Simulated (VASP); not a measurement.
# CaSe (I-4m2) in VASP: further runs, part 2 of 2

VASP 6.6.1. The steps go on from the part before.

### 5 Single point, PBE (strain -0.040 along x and y, -0.080 along z, atoms carried along)

Input file INCAR:

```
SYSTEM = CaSe
ALGO     = Normal         ! electronic algorithm
EDIFF    = 1E-6           ! SCF threshold, eV
ENCUT    = 520            ! plane-wave cutoff, eV
GGA      = PE             ! functional
ISIF     = 2              ! what is computed and relaxed
ISMEAR   = 0              ! smearing method
LASPH    = .True.         ! aspherical terms in the spheres
LCHARG   = .False.        ! write CHGCAR
LREAL    = .False.        ! projectors in reciprocal space
LWAVE    = .False.        ! write WAVECAR
NBANDS   = 15             ! bands
NELM     = 60             ! most SCF steps
PREC     = Accurate       ! precision mode
SIGMA    = 0.05           ! smearing width, eV
```

Input file KPOINTS:

```
k-points
0
Gamma
  6 6 6
  0 0 0
```

Input file POSCAR:

```
CaSe
1.0
    0.0000000000      3.1680000000      3.0360000000
    3.1680000000      0.0000000000      3.0360000000
    3.1680000000      3.1680000000      0.0000000000
Ca Se
1 1
Direct
    0.0000000000      0.0000000000      0.0000000000
    0.7500000000      0.7500000000      0.7500000000
```

Potentials or basis: VASP PAW PBE potentials, release 64 (Ca_sv, Se).

Started as:

```console
$ cat potpaw_PBE.64/Ca_sv/POTCAR potpaw_PBE.64/Se/POTCAR > POTCAR
$ mpirun -np 1 vasp_std > vasp.out
```

OUTCAR:

```text
SYSTEM = CaSe
   EDIFF = 1E-6
   ENCUT = 520
   GGA = PE
   ISIF = 2
   ISMEAR = 0
   LASPH = .True.
   LREAL = .False.
   NELM = 60
   PREC = Accurate

 ion  position               nearest neighbor table
   1  0.000  0.000  0.000-   2 2.71   2 2.71   2 2.71   2 2.71
   2  0.750  0.750  0.750-   1 2.71   1 2.71   1 2.71   1 2.71

  LATTYP: Found a body centered tetragonal cell.
 ALAT       =     4.4802285656
 C/A-ratio  =     1.3552879973

  Lattice vectors:

 A1 = (   0.0000000000,  -3.1680000000,  -3.0360000000)
 A2 = (   0.0000000000,   3.1680000000,  -3.0360000000)
 A3 = (   3.1680000000,   0.0000000000,   3.0360000000)

Analysis of symmetry for initial positions (statically):
=====================================================================
 Subroutine PRICEL returns:
 Original cell was already a primitive cell.

 Routine SETGRP: Setting up the symmetry group for a
 body centered tetragonal supercell.

 Subroutine GETGRP returns: Found  8 space group operations
 (whereof  8 operations were pure point group operations)
 out of a pool of 16 trial point group operations.

The static configuration has the point symmetry D_2d.

Analysis of symmetry for dynamics (positions and initial velocities):
=====================================================================
 Subroutine PRICEL returns:
 Original cell was already a primitive cell.

 Routine SETGRP: Setting up the symmetry group for a
 body centered tetragonal supercell.

 Subroutine GETGRP returns: Found  8 space group operations
 (whereof  8 operations were pure point group operations)
 out of a pool of 16 trial point group operations.

The dynamic configuration has the point symmetry D_2d.

 Subroutine INISYM returns: Found  8 space group operations
 (whereof  8 operations are pure point group operations),
 and found     1 'primitive' translations

----------------------------------------------------------------------------------------

                                     Primitive cell

  volume of cell :      60.9400

  direct lattice vectors                    reciprocal lattice vectors
     0.000000000  3.168000000  3.036000000    -0.157828283  0.157828283  0.164690382
     3.168000000  0.000000000  3.036000000     0.157828283 -0.157828283  0.164690382
     3.168000000  3.168000000  0.000000000     0.157828283  0.157828283 -0.164690382

  length of vectors
     4.387883317  4.387883317  4.480228566     0.277385031  0.277385031  0.277385031

  position of ions in fractional coordinates (direct lattice)
     0.000000000  0.000000000  0.000000000
     0.750000000  0.750000000  0.750000000

  ion indices of the primitive-cell ions
   primitive index   ion index
                 1           1
                 2           2

----------------------------------------------------------------------------------------

 KPOINTS: k-points

Automatic generation of k-mesh.
 Grid dimensions read from file:
 generate k-points for:    6    6    6

 Generating k-lattice:

  Cartesian coordinates                     Fractional coordinates (reciprocal lattice)
    -0.026304714  0.026304714  0.027448397     0.166666667  0.000000000  0.000000000
     0.026304714 -0.026304714  0.027448397     0.000000000  0.166666667  0.000000000
     0.026304714  0.026304714 -0.027448397     0.000000000  0.000000000  0.166666667

[... 40 lines left out ...]
   total plane-waves  NPLWV =  46656
   dimension x,y,z NGX =    36 NGY =   36 NGZ =   36
   dimension x,y,z NGXF=    72 NGYF=   72 NGZF=   72
   ions per type =               1   1
   NGX,Y,Z   is equivalent  to a cutoff of  13.64, 13.64, 13.36 a.u.
   NGXF,Y,Z  is equivalent  to a cutoff of  27.28, 27.28, 26.72 a.u.
 SYSTEM =  CaSe
   PREC   = accura    normal or accurate (medium, high low for compatibility)
   ISTART =      0    job   : 0-new  1-cont  2-samecut
   ICHARG =      2    charge: 1-file 2-atom 10-const
   ISPIN  =      1    spin polarized calculation?
   LNONCOLLINEAR =      F non collinear calculations
   LSORBIT =      F    spin-orbit coupling
   LASPH  =      T    aspherical Exc in radial PAW
   ENCUT  =  520.0 eV  38.22 Ry    6.18 a.u.   8.16  8.16  8.33*2*pi/ulx,y,z
   NELM   =     60;   NELMIN=  2; NELMDL= -5     # of ELM steps
   EDIFF  = 0.1E-05   stopping-criterion for ELM
   LREAL  =      F    real-space projection
   EDIFFG = 0.1E-04   stopping-criterion for IOM
   NSW    =      0    number of steps for IOM
   IBRION =     -1    ionic relax: 0-MD 1-quasi-New 2-CG
   NFREE  =      0    steps in history (QN), initial steepest desc. (CG)
   ISIF   =      2    stress and relaxation
   ISYM   =      2    0-nonsym 1-usesym 2-fastsym
   POTIM  = 0.5000    time-step for ionic-motion
   TEBEG  =    0.0;   TEEND  =   0.0 temperature during run
   PSTRESS=    0.0 pullay stress
   NELECT =      16.0000    total number of electrons
   NUPDOWN=      -1.0000    fix difference up-down
   EMIN   =  10.00;   EMAX   =-10.00  energy-range for DOS
   EFERMI =   0.00;   METHOD = LEGACY
   ISMEAR =     0;   SIGMA  =   0.05  broadening in eV -4-tet -1-fermi 0-gaus
   EFERMI_NEDOS =   21; number of points for ismear=-14 and -15
   IALGO  =     38    algorithm
   IMIX   =      4    mixing-type and parameters
     AMIX     =   0.40;   BMIX     =  1.00
     AMIX_MAG =   1.60;   BMIX_MAG =  1.00
  volume/ion in A,a.u.               =      30.47       205.62
  Fermi-wavevector in a.u.,A,eV,Ry     =   1.048288  1.980978 14.951559  1.098909
  Thomas-Fermi vector in A             =   2.183204
   LORBIT       =      0    0 simple, 1 ext, 2 COOP (PROOUT), +10 PAW based schemes
   GGA     = PE    functional components
   LHFCALC =     F    Hartree Fock is set to
   AEXX    =    0.0000 exact exchange contribution
   IVDW    =     0    specifies the selected vdW correction
   LEPSILON=     F    determine dielectric tensor
   LRPA    =     F    only Hartree local field effects (RPA)
 non-spin polarized calculation
 Gauss-broadening in eV      SIGMA  =   0.05
  energy-cutoff  :      520.00
  volume of cell :       60.94
 maximum number of plane-waves:      1659
 NGX is ok and might be reduce to    36
   NGX = 17   NGY = 17   NGZ = 17

 number of electron      16.0000003 magnetization

 Free energy of the ion-electron system (eV)
  ---------------------------------------------------
  ext. energy  EPLUGINS =         0.00000000
  ---------------------------------------------------
  free energy    TOTEN  =        -8.75475058 eV

  energy without entropy =       -8.75475058  energy(sigma->0) =       -8.75475058

 E-fermi :   0.6610     XC(G=0):  -8.1889

 val. band max:        0.3921232997   @ k =   0.5000   0.0000   0.5000
 cond. band min:       3.8398447253   @ k =   0.5000   0.0000   0.5000
 fundamental gap:      3.4477214256
 Fermi energy:         0.6609613164

 k-point     1 :       0.0000    0.0000    0.0000
  band No.  band energies     occupation
      1     -38.1405      2.00000
      2     -19.2025      2.00000
      3     -19.1957      2.00000
      4     -19.1957      2.00000
      5     -10.1959      2.00000
      6       0.1500      2.00000
      7       0.1500      2.00000
      8       0.1944      2.00000
      9       3.9935      0.00000
     10       5.8890      0.00000
     11       6.1533      0.00000
     12       8.4142      0.00000
     13       8.4142      0.00000
     14       8.6203      0.00000
[... 401 lines left out ...]
      2     -19.2871      2.00000
      3     -19.2314      2.00000
      4     -19.2177      2.00000
      5      -9.7078      2.00000
      6      -0.9908      2.00000
      7       0.1138      2.00000
      8       0.3723      2.00000
      9       4.1328      0.00000
     10       5.7214      0.00000
     11       6.5729      0.00000
     12       7.2319      0.00000
     13       7.4294      0.00000
     14       8.9773      0.00000
     15      10.4687      0.00000

 [... further k-points ...]

------------------------ aborting loop because EDIFF is reached ----------------------------------------

  FORCE on cell =-STRESS in cart. coord.  units (eV):
  Direction    XX          YY          ZZ          XY          YZ          ZX
  --------------------------------------------------------------------------------------
  -------------------------------------------------------------------------------------
  Total        2.8135428      2.8135428      2.6670576      0.0000000      0.0000000     -0.0000000
  in kB       73.9710862     73.9710862     70.1198312      0.0000000      0.0000000     -0.0000000
  external PRESSURE =      72.6873345 kB  Pullay stress =       0.0000000 kB

 VOLUME and BASIS-vectors are now :
 -----------------------------------------------------------------------------
  energy-cutoff  :      520.00
  volume of cell :       60.94
      direct lattice vectors                 reciprocal lattice vectors
     0.000000000  3.168000000  3.036000000    -0.157828283  0.157828283  0.164690382
     3.168000000  0.000000000  3.036000000     0.157828283 -0.157828283  0.164690382
     3.168000000  3.168000000  0.000000000     0.157828283  0.157828283 -0.164690382

 POSITION                                       TOTAL-FORCE (eV/Angst)
 -----------------------------------------------------------------------------------
      0.00000      0.00000      0.00000         0.000000     -0.000000     -0.000000
      4.75200      4.75200      4.55400        -0.000000      0.000000      0.000000
 -----------------------------------------------------------------------------------
    total drift:                                0.000000      0.000000     -0.000000

  FREE ENERGIE OF THE ION-ELECTRON SYSTEM (eV)
  ---------------------------------------------------
  free  energy   TOTEN  =        -8.7547505807 eV

  energy  without entropy=       -8.7547505807  energy(sigma->0) =       -8.75475058
```

Run time: 13 s. Hardware: 1 thread of Intel Xeon 6975P-C (Granite Rapids), shared host; peak memory 0.21 GiB.

Results:

```
Free energy            : -8.7548 eV
Pressure               : 7.3 GPa
Band gap on the k mesh : 3.45 eV, direct
```

### 6 Summary

```tsv
cell	gap on the mesh (eV)	pressure (GPa)
strain -0.040 along x and y, +0.080 along z, atoms carried along	2.90	-0.2
strain +0.080 along x and y, +0.080 along z, atoms carried along	2.48	-4.8
strain -0.080 along x and y, +0.000 along z, atoms carried along	3.26	7.2
strain -0.040 along x and y, -0.080 along z, atoms carried along	3.45	7.3
```

Alike in all rows: task single point; level PBE; potentials or basis VASP PAW PBE potentials, release 64 (Ca_sv, Se); no spin polarisation; k mesh 6 × 6 × 6; cutoff (eV) 520; smearing gaussian 0.05 eV.

Total energies depend on the potentials used, so only differences within one code and one set of settings carry meaning.
